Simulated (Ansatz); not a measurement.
This guess for P is about to be relaxed.

```xyz
8
Lattice="6.2026 0.0000 0.0000 0.0000 6.2026 0.0000 0.0000 0.0000 3.7217" Properties=species:S:1:pos:R:3 pbc="T T T"
P     1.2932    0.1131    0.0000
P     4.9094    6.0895    0.0000
P     6.0895    1.2932    0.0000
P     0.1131    4.9094    0.0000
P     4.3945    2.9882    0.0000
P     1.8081    3.2144    0.0000
P     2.9882    1.8081    0.0000
P     3.2144    4.3945    0.0000
```

Theory: Ansatz 0.2.0, DFT PBE, scalar-relativistic, plane waves, PAW. Cutoff 420 eV, Gaussian smearing, Γ-centred meshes. Cell and atoms relax first on a coarse mesh and then on a finer one. In between, the cell is made exact in the group found at 0.06 Å. In metals the finer mesh still leaves noise of several meV/atom or more. The steps can't lower the symmetry of their start. No spin polarisation.

A guess keeps its type if space group and coordination stay and the shape of the cell changes little (axis ratios within about 15 %, angles within 6°); the volume may change.

Q: Will the relaxed cell still be of the starting type?

A: It doesn't keep its type. The symmetry goes from P4/mbm (No. 127) to Pm-3m (No. 221), and the primitive cell from 8 to 1 atom. The end has the simple cubic type. The volume per atom shrinks by 18.4 %, from 17.9 to 14.6 Å³. The shortest distance goes from 1.84 Å (P–P) to 2.44 Å (P–P). Counting neighbours within 15 % of an atom's shortest distance, the start has P 2 and the end P 6. In detail, at the end P has 6 P at 2.44 Å.

```
P
1.0
     2.44447    0.00000    0.00000
     0.00000    2.44447    0.00000
     0.00000    0.00000    2.44447
P
1
Direct
  0.50000 0.50000 0.50000
```

The last run used a 22×22×22 mesh for its 1-atom cell and Gaussian smearing of 0.10 eV. Symmetry constrained the relaxation, so the result can be a saddle point. Another cell of P relaxed alike, in R-3m, lies 46 meV/atom lower, so this cell isn't the stable form at this level.
